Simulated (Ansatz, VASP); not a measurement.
**One calculation of AlNi3, two programs**

```
CELL_PARAMETERS angstrom
3.52305 0.00000 0.00000
0.00000 3.52305 0.00000
0.00000 0.00000 3.52305
ATOMIC_POSITIONS crystal
Ni 0.50000 0.50000 0.00000
Ni 0.50000 0.00000 0.50000
Ni 0.00000 0.50000 0.50000
Al 0.00000 0.00000 0.00000
```

The cell is a database's computed one.

Alike in both runs: task relaxation of cell and atoms; functional PBE; dispersion D3(BJ); k mesh 8 × 8 × 8; occupations fermi-dirac, width 0.05 eV; collinear spin, ferromagnetic start.

```csv
,VASP,Ansatz
version,VASP 6.6.1,Ansatz 0.2.0
potentials or method,"VASP PAW PBE potentials, release 64 (Ni, Al)",Ansatz PAW
plane-wave cutoff (eV),600,420
valence electrons in the cell,33,57
```

```csv
,VASP,Ansatz,Ansatz less VASP
net moment per atom (μB),0.17,0.18,+0.009
size of the moment on the site where the two differ most (μB),0.24,0.26,+0.023
relaxed volume (Å³/atom),10.93,10.94,+0.011
relaxed cell length with the largest relative difference (Å),3.523,3.524,+0.0012
```

Site moments also hang on the region over which each program counts them. The two sets of potentials don't hold the same shells in valence.

Caveats: the relaxation stopped at its first step, so nothing moved (VASP); pairwise dispersion overbinds metals, which lowers pressure and volume (VASP); the plane-wave basis is chosen anew once the cell has moved, so the energies of steps on either side of that aren't comparable (Ansatz).
